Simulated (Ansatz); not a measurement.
# Mo (Im-3m) in Ansatz: relaxation of cell and atoms with PBEsol

Aim: the relaxation of cell and atoms of Mo with PBEsol.

Everything below comes from runs of Ansatz 0.2.0. Logs are shortened: lines on timing, memory, paths and dates and some standing lists are left out, and cuts for length are marked.

**1. Starting point**

It takes space group Im-3m (No. 229, cubic). Conventional cell: a = 3.168 Å, b = 3.168 Å, c = 3.168 Å, α = 90.00°, β = 90.00°, γ = 90.00°. Mo (site symmetry m-3m) has 8 Mo at 2.74 Å as nearest neighbours.

**2. Relaxation of cell and atoms, PBEsol, target pressure 30 GPa, at which the enthalpy is minimised**

Contents of input.yaml:

```yaml
crystal:
  lattice:
    - [-1.5838089719, 1.5838089719, 1.5838089719]
    - [1.5838089719, -1.5838089719, 1.5838089719]
    - [1.5838089719, 1.5838089719, -1.5838089719]
  atoms:
    - { symbol: Mo, position: [0.0, 0.0, 0.0] }
kpoints:
  mp_grid: { grid: [12, 12, 12] }
scf:
  occupations: { method: fermi_dirac, width: 0.05 }
hamiltonian:
  xc: pbesol
  pseudopotentials: { kind: all_electron, lapw: { basis_error: 0.001 } }
output:
  forces: true
  stress: true
relax:
  f_tol: 0.005
  max_steps: 60
  cell: { p_target: 30 }
```

Potentials or basis: all-electron LAPW, scalar-relativistic.

Launch:

```sh
$ ansatz run input.yaml --threads 1 --pin off --max-ram 3072MiB --backend cpu --events-out ev --progress --plain --runs-dir out
```

The program printed:

```text
Warning: RAYON_NUM_THREADS=1 ignored (pool sized by the plan → 1); use --threads N
The last accepted step is kept in <dir> (removed where the run ends without a failure and the disk answers)
LAPW: plane waves up to 8.339 Å⁻¹, error target 1.0e-3 eV per atom; small_component_spin mean_spin; Mo in spheres of 1.330 Å, 30 of its electrons in bands, Dirac shells [] (how accurate: hamiltonian.pseudopotentials.lapw.basis_error, Limitations)
Engine: ansatz 0.2.0, aarch64-unknown-linux-gnu
Pseudopotentials: kind: all_electron
Pseudopotential: Mo, LAPW, valence charge 30, lapw/all_electron/scalar/gaussian/Mo, Koelling and Harmon's equation, gaussian nucleus
Functional definition: PBEsol
  exchange = pbesol_x
  correlation = pbesol_c
Crystal: 1 atoms, lattice volume = 15.892 Å³
Basis set: ecut = 264.93357717494456 eV, 141 PW (Γ), exchange–correlation at level 2
Bands: 19, of which v1, the nominal top of the filled ones, is band 15 counted from 1 (14 counted from 0)
Symmetry: 48 space group operations
Space group: Im-3m (ITA 229), of the structure as read, at distance tolerance 2.5e-5 Å
k-points: 72 of 1728
Non-local potential: Mo, projectors of the file, none
Initial density: superposition of atomic densities (chi_scale 0.1, normalization cell)
Initial wavefunctions: plane waves of lowest kinetic energy (no species holds an atomic orbital)
Functional: x = pbesol(κ = 0.804, μ = 0.12345679012345678), c = pbesol(β = 0.046)
iter 1 solved again at ethr=1.30e-3 eV; its pass at ethr=1.00e-1 eV (dr2=3.90e-1 eV) is discarded
SCF iter   1: F=—  HF=-110119.999546 eV  |F-HF|=—  |Δ(HF+E_count)|=         —  Δρ=6.20e-2  dr2=3.91e-1  ethr=1.30e-3  ⟨swp⟩=2.1  Hψ=8363  notcnv=0
preconditioner: auto → Kerker (q_TF=auto, 3.033 Å⁻¹)  [metal: Δε(μ)=0.071 eV  Ē_g=8.530 eV  σ=0.050 eV  W_gap=0.34  n_scr=12 (ndim 8)  ℏωp=22.8 eV  f_vac=0.000  D(μ)=0.64/eV (n_scr^D=0)]
SCF iter   2: F=—  HF=-110119.341423 eV  |F-HF|=—  |Δ(HF+E_count)|=   6.58e-1  Δρ=2.60e-2  dr2=8.15e-2  ethr=1.30e-3  ⟨swp⟩=2.2  Hψ=4250  notcnv=0  defer=1
SCF iter   3: F=—  HF=-110119.314507 eV  |F-HF|=—  |Δ(HF+E_count)|=         —  Δρ=1.50e-2  dr2=3.20e-2  ethr=2.72e-4  ⟨swp⟩=2.0  Hψ=3844  notcnv=0
the basis was enlarged: its passes take 553.0 KiB over the memory plan, 1 of 1 planned eigensolver slots
SCF iter   4: F=—  HF=-110119.311958 eV  |F-HF|=—  |Δ(HF+E_count)|=   2.55e-3  Δρ=5.47e-3  dr2=5.24e-3  ethr=1.07e-4  ⟨swp⟩=2.0  Hψ=3820  notcnv=0
iter 5 solved again at ethr=8.60e-7 eV; its pass at ethr=1.75e-5 eV (dr2=2.58e-4 eV) is discarded
SCF iter   5: F=—  HF=-110119.312481 eV  |F-HF|=—  |Δ(HF+E_count)|=   5.23e-4  Δρ=1.32e-3  dr2=2.58e-4  ethr=8.60e-7  ⟨swp⟩=2.0  Hψ=6720  notcnv=0
SCF iter   6: F=—  HF=-110119.312465 eV  |F-HF|=—  |Δ(HF+E_count)|=   1.60e-5  Δρ=3.13e-4  dr2=8.19e-6  ethr=8.59e-7  ⟨swp⟩=2.0  Hψ=3972  notcnv=0
SCF iter   7: F=-110119.312465 eV  HF=-110119.312465 eV  |F-HF|=3.22e-8  |Δ(HF+E_count)|=   1.44e-7  Δρ=2.04e-5  dr2=2.40e-8  ethr=2.73e-8  ⟨swp⟩=2.0  Hψ=3972  notcnv=0
SCF 1 converged in 7 iterations: F = -110119.312465 eV  dr2 = 2.40e-8
relax step   1: F+E_penalty+E_count = -110119.31246531 eV  Δ(F+E_penalty+E_count) = +0.000e0 eV  max|allowed force component| = 0.000e0 eV/Å  Δτ_max = 0.0000 Å  P = -9.607 GPa  Ω = 15.892 Å³  (7 SCF iters, accepted)
Crystal: 1 atoms, lattice volume = 13.679 Å³
Basis set: ecut = 292.7842184827774 eV, 141 PW (Γ), exchange–correlation at level 2
Initial density: handed on by an earlier stage of this run
Initial wavefunctions: those handed on with the density
iter 1 solved again at ethr=6.64e-6 eV; its pass at ethr=1.00e-1 eV (dr2=1.99e-3 eV) is discarded
SCF iter   1: F=—  HF=-110119.154804 eV  |F-HF|=—  |Δ(HF+E_count)|=         —  Δρ=5.26e-3  dr2=1.99e-3  ethr=6.64e-6  ⟨swp⟩=4.2  Hψ=7363  notcnv=0
preconditioner: auto → Kerker (q_TF=auto, 3.110 Å⁻¹)  [metal: Δε(μ)=0.032 eV  Ē_g=9.475 eV  σ=0.050 eV  W_gap=0.16  n_scr=12 (ndim 8)  ℏωp=24.6 eV  f_vac=0.000  D(μ)=0.34/eV (n_scr^D=0)]
iter 2 solved again at ethr=3.99e-7 eV; its pass at ethr=6.64e-6 eV (dr2=1.20e-4 eV) is discarded
SCF iter   2: F=—  HF=-110119.141626 eV  |F-HF|=—  |Δ(HF+E_count)|=   1.32e-2  Δρ=1.31e-3  dr2=1.20e-4  ethr=3.99e-7  ⟨swp⟩=2.0  Hψ=6873  notcnv=0
SCF iter   3: F=—  HF=-110119.141289 eV  |F-HF|=—  |Δ(HF+E_count)|=   3.37e-4  Δρ=7.07e-4  dr2=3.54e-5  ethr=3.99e-7  ⟨swp⟩=2.0  Hψ=3971  notcnv=0
SCF iter   4: F=—  HF=-110119.141270 eV  |F-HF|=—  |Δ(HF+E_count)|=   1.96e-5  Δρ=2.92e-4  dr2=6.33e-6  ethr=1.18e-7  ⟨swp⟩=2.0  Hψ=3971  notcnv=0
SCF iter   5: F=—  HF=-110119.141270 eV  |F-HF|=—  |Δ(HF+E_count)|=   1.02e-7  Δρ=8.34e-5  dr2=6.78e-7  ethr=2.11e-8  ⟨swp⟩=2.0  Hψ=3971  notcnv=0
SCF iter   6: F=-110119.141270 eV  HF=-110119.141270 eV  |F-HF|=1.29e-8  |Δ(HF+E_count)|=   6.02e-8  Δρ=1.64e-5  dr2=3.46e-8  ethr=2.26e-9  ⟨swp⟩=2.0  Hψ=3971  notcnv=0
SCF 2 converged in 6 iterations: F = -110119.141270 eV  dr2 = 3.46e-8
relax step   2: F+E_penalty+E_count = -110119.14126965 eV  Δ(F+E_penalty+E_count) = +1.712e-1 eV  max|allowed force component| = 0.000e0 eV/Å  Δτ_max = 0.0000 Å  P = +40.651 GPa  Ω = 13.679 Å³  (6 SCF iters, accepted)
Crystal: 1 atoms, lattice volume = 14.095 Å³
Basis set: ecut = 286.99817497428097 eV, 141 PW (Γ), exchange–correlation at level 2
iter 1 solved again at ethr=3.75e-7 eV; its pass at ethr=1.00e-1 eV (dr2=1.13e-4 eV) is discarded
SCF iter   1: F=—  HF=-110119.230772 eV  |F-HF|=—  |Δ(HF+E_count)|=         —  Δρ=1.21e-3  dr2=1.14e-4  ethr=3.75e-7  ⟨swp⟩=4.5  Hψ=7363  notcnv=0
preconditioner: auto → none  [insulator: Δε(μ)=0.184 eV  Ē_g=9.256 eV  σ=0.050 eV  W_gap=0.67  n_scr=12 (ndim 8)  ℏωp=24.2 eV  f_vac=0.000  D(μ)=0.21/eV (n_scr^D=0)  ε∞_Penn≈7.9]
iter 2 solved again at ethr=8.11e-9 eV; its pass at ethr=3.75e-7 eV (dr2=2.43e-6 eV) is discarded
SCF iter   2: F=—  HF=-110119.230167 eV  |F-HF|=—  |Δ(HF+E_count)|=   6.05e-4  Δρ=2.03e-4  dr2=2.43e-6  ethr=8.11e-9  ⟨swp⟩=2.0  Hψ=6839  notcnv=0
SCF iter   3: F=—  HF=-110119.230156 eV  |F-HF|=—  |Δ(HF+E_count)|=   1.03e-5  Δρ=9.36e-5  dr2=6.05e-7  ethr=8.11e-9  ⟨swp⟩=2.0  Hψ=3971  notcnv=0
SCF iter   4: F=-110119.230156 eV  HF=-110119.230156 eV  |F-HF|=5.24e-9  |Δ(HF+E_count)|=   6.28e-7  Δρ=1.93e-5  dr2=3.34e-8  ethr=2.02e-9  ⟨swp⟩=2.0  Hψ=3971  notcnv=0
SCF 3 converged in 4 iterations: F = -110119.230156 eV  dr2 = 3.34e-8
relax step   3: F+E_penalty+E_count = -110119.23015562 eV  Δ(F+E_penalty+E_count) = -8.889e-2 eV  max|allowed force component| = 0.000e0 eV/Å  Δτ_max = 0.0000 Å  P = +28.140 GPa  Ω = 14.095 Å³  (4 SCF iters, accepted)
Crystal: 1 atoms, lattice volume = 14.031 Å³
Basis set: ecut = 287.86203377658745 eV, 141 PW (Γ), exchange–correlation at level 2
iter 1 solved again at ethr=1.41e-9 eV; its pass at ethr=1.00e-1 eV (dr2=4.23e-7 eV) is discarded
SCF iter   1: F=—  HF=-110119.218680 eV  |F-HF|=—  |Δ(HF+E_count)|=         —  Δρ=1.87e-4  dr2=2.82e-6  ethr=1.41e-9  ⟨swp⟩=5.9  Hψ=7674  notcnv=0
eigensolver tolerance schedule calibrated: the retry pair's looser diagonalisation under-reported the residual by θ = 0.85 (0.11/decade); ethr = c·dr2/N_el runs at the constant in force after the calibration composes with the one it found (an armed cap, an earlier calibration), c = 8.5e-2
preconditioner: auto → none  [insulator: Δε(μ)=0.158 eV  Ē_g=9.286 eV  σ=0.050 eV  W_gap=0.61  n_scr=12 (ndim 8)  ℏωp=24.3 eV  f_vac=0.000  D(μ)=0.22/eV (n_scr^D=0)  ε∞_Penn≈7.8]
iter 2 solved again at ethr=1.02e-10 eV; its pass at ethr=1.41e-9 eV (dr2=3.57e-8 eV) is discarded
SCF iter   2: F=—  HF=-110119.218666 eV  |F-HF|=—  |Δ(HF+E_count)|=   1.38e-5  Δρ=2.53e-5  dr2=3.57e-8  ethr=1.02e-10  ⟨swp⟩=2.0  Hψ=6941  notcnv=0
SCF iter   3: F=-110119.218666 eV  HF=-110119.218666 eV  |F-HF|=2.06e-8  |Δ(HF+E_count)|=   2.16e-7  Δρ=1.14e-5  dr2=8.56e-9  ethr=1.01e-10  ⟨swp⟩=2.0  Hψ=3971  notcnv=0
SCF 4 converged in 3 iterations: F = -110119.218666 eV  dr2 = 8.56e-9
relax step   4: F+E_penalty+E_count = -110119.21866574 eV  Δ(F+E_penalty+E_count) = +1.149e-2 eV  max|allowed force component| = 0.000e0 eV/Å  Δτ_max = 0.0000 Å  P = +29.939 GPa  Ω = 14.031 Å³  (3 SCF iters, accepted)
Crystal: 1 atoms, lattice volume = 14.029 Å³
Basis set: ecut = 287.8915276934792 eV, 141 PW (Γ), exchange–correlation at level 2
iter 1 solved again at ethr=3.54e-11 eV; its pass at ethr=1.00e-1 eV (dr2=1.06e-8 eV) is discarded
SCF iter   1: F=—  HF=-110119.218263 eV  |F-HF|=—  |Δ(HF+E_count)|=         —  Δρ=1.36e-5  dr2=9.32e-9  ethr=3.54e-11  ⟨swp⟩=4.9  Hψ=7250  notcnv=0
preconditioner: auto → none  [insulator: Δε(μ)=0.159 eV  Ē_g=9.289 eV  σ=0.050 eV  W_gap=0.62  n_scr=12 (ndim 8)  ℏωp=24.3 eV  f_vac=0.000  D(μ)=0.22/eV (n_scr^D=0)  ε∞_Penn≈7.8]
SCF iter   2: F=-110119.218262 eV  HF=-110119.218262 eV  |F-HF|=4.39e-9  |Δ(HF+E_count)|=   1.92e-7  Δρ=6.87e-6  dr2=3.46e-9  ethr=3.11e-11  ⟨swp⟩=2.9  Hψ=4062  notcnv=0
SCF 5 converged in 2 iterations: F = -110119.218262 eV  dr2 = 3.46e-9
relax step   5: F+E_penalty+E_count = -110119.21826240 eV  Δ(F+E_penalty+E_count) = +4.033e-4 eV  max|allowed force component| = 0.000e0 eV/Å  Δτ_max = 0.0000 Å  P = +30.001 GPa  Ω = 14.029 Å³  (2 SCF iters, accepted)
iter 1 solved again at ethr=2.05e-11 eV; its pass at ethr=1.00e-1 eV (dr2=6.16e-9 eV) is discarded
SCF iter   1: F=—  HF=-110119.218263 eV  |F-HF|=—  |Δ(HF+E_count)|=         —  Δρ=6.87e-6  dr2=3.46e-9  ethr=2.05e-11  ⟨swp⟩=7.1  Hψ=8700  notcnv=0
SCF iter   2: F=-110119.218263 eV  HF=-110119.218263 eV  |F-HF|=1.31e-10  |Δ(HF+E_count)|=   1.51e-7  Δρ=3.49e-6  dr2=9.60e-10  ethr=1.15e-11  ⟨swp⟩=2.5  Hψ=4011  notcnv=0
SCF 6 converged in 2 iterations: F = -110119.218263 eV  dr2 = 9.60e-10
relax step   6: F+E_penalty+E_count = -110119.21826309 eV  Δ(F+E_penalty+E_count) = -6.824e-7 eV  max|allowed force component| = 0.000e0 eV/Å  Δτ_max = 0.0000 Å  P = +30.001 GPa  Ω = 14.029 Å³  stress off target by 1.48e-3 GPa  SCF on the basis re-selected at this cell (its energy is not comparable with the rows above)  (2 SCF iters)
basis re-selected at this cell: Δ(F+E_penalty+E_count) = -6.824e-7 eV, ΔP = +0.000 GPa vs the last step (what re-selecting the basis moved, after the strain that the cell walked since its last selection, with what the two solves' SCF thresholds leave and, on support functions, any second-order correction that the steps lacked; it is no measure of the basis error at this ecutwfc). This SCF's stress stands 1.48e-3 GPa from its target on what of the cell is left free (relax.cell.stress_tol is 5.00e-2 GPa) and its largest allowed force component is 0.00e0 eV/Å (relax.f_tol is 5.00e-3 eV/Å): within both
SCF converged after 2 iterations
Free energy (F): -110119.218263 eV
Harris-Foulkes:  -110119.218263 eV  (|F-HF|=1.31e-10)
Internal energy: -110119.216262 eV  (E = F + TS)
E sigma→0 (E₀):  -110119.217262 eV
Entropy (-TS):   -0.002001 eV (-2.001 meV/atom)
Fermi energy:    26.312908 eV
--- Per-component energies (eV) ---
  E_band       = -3987.328802
  E_kinetic    = 114115.694752
  E_xc         = -3313.839557
  E_electrostatic = -220921.071457  (all electrons and nuclei)
  E_smearing   = -0.002001  (= −TS)
  E_closure    = 0.000000  (closes the sum)
  E_atoms      = -110107.552781  (free atoms, spherical and without spin; not in F)
  Σ components = -110119.218263   (vs F -110119.218263, Δ=0.00e0)
  Basis errors (estimates in eV, not in F): energy 2.5e-4 per atom: plane waves 2.1e-4 (1.2e-4 summed), levels above the bands 3.9e-89, relativity 1.6e-8, radial functions 3.3e-5, core shells 1.1e-6; eigenvalues (radial functions only) 1.5e-6; not estimated: angular momenta, meshes, grids; target (lapw.basis_error) 1.0e-3; muffin-tin radii Mo 1.276 Å
--- Forces (eV/Å), atoms counted from 1 ---
  atom   1  Mo     0.00000000    -0.00000000     0.00000000
  max |Σ_I F_I| component: 2.96e-31 eV/Å
--- Stress (GPa, compression-positive) ---
       30.001479       0.000000       0.000000
        0.000000      30.001479      -0.000000
        0.000000      -0.000000      30.001479
  P = ⅓ Tr σ = 30.0015 GPa (300.015 kbar)
--- Relaxed structure (5 steps of the walk, 5 accepted, 1 SCFs on fresh bases) ---
  F+E_penalty+E_count = -110119.21826309 eV   max|allowed force component| = 0.000e0 eV/Å   (the final SCF, on the basis selected at the relaxed cell)
  cell:  # Å, volume = 14.0291 Å³
    - [-1.5193466002054818, 1.5193466002054818, 1.5193466002054818]
    - [1.5193466002054818, -1.5193466002054818, 1.5193466002054818]
    - [1.5193466002054818, 1.5193466002054818, -1.5193466002054818]
  atoms:
    - { symbol: Mo, position: [0.0, 0.0, 0.0] }
```

Wall time 20 s (1 thread of Arm Neoverse V1, shared host); peak memory 0.27 GiB.

What came out:

```
Free energy                                            : -110119.2183 eV
Relaxed volume                                         : 14.03 Å³/atom
Relaxed cell                                           : a = 2.632 Å, b = 2.632 Å, c = 2.632 Å, α = 109.47°, β = 109.47°, γ = 109.47°
Space group after relaxing (to 0.05 Å)                 : Im-3m (No. 229)
Energy change on relaxing (the enthalpy is what falls) : +94.2 meV/atom
Ionic steps                                            : 6
Pressure after relaxing                                : 30.0 GPa
```

The path:
| step | energy change (eV) | largest force (eV/Å) | volume (Å³) |
| --- | --- | --- | --- |
| 1 | 0.0000 | 0.0000 | 15.89 |
| 2 | 0.1712 | 0.0000 | 13.68 |
| 3 | 0.0823 | 0.0000 | 14.09 |
| 4 | 0.0938 | 0.0000 | 14.03 |
| 5 | 0.0942 | 0.0000 | 14.03 |
| 6 | 0.0942 | 0.0000 | 14.03 |

Final structure:
```yaml
crystal:
  lattice:
    - [-1.51935, 1.51935, 1.51935]
    - [1.51935, -1.51935, 1.51935]
    - [1.51935, 1.51935, -1.51935]
  atoms:
    - { symbol: Mo, position: [0.00000, 0.00000, 0.00000] }
```
